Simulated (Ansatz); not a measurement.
A crystal relaxed with r2SCAN in the plane-wave code Ansatz has space group P4_2/mnm (No. 136) and a = 4.760 Å, c = 3.200 Å.

| atom | site | x | y | z |
| --- | --- | --- | --- | --- |
| Sn | 2a | 0.0000 | 0.0000 | 0.0000 |
| Xx | 4f | 0.3059 | 0.3059 | 0.0000 |

The r2SCAN gap is direct at Γ: 1.77 eV. PBE gives a direct gap of 1.10 eV at Γ. Meshes: r2SCAN 6×6×8, PBE 6×6×8. r2SCAN's ε∞ is 4.0 along x and y, 4.3 along z.

**Question.** Which element is Xx?
A. Se
B. S
C. Te
D. O

**Answer.** D. Xx is O: a 6-atom cell of SnO2 started from a crystallographic database. Sn is surrounded by 6 O at 2.06–2.07 Å; O is surrounded by 3 Sn at 2.06–2.07 Å.

No spin polarisation and no zero-point or thermal motion.

Spin-orbit coupling is left out, which matters wherever the heavy atoms make up the band edges.
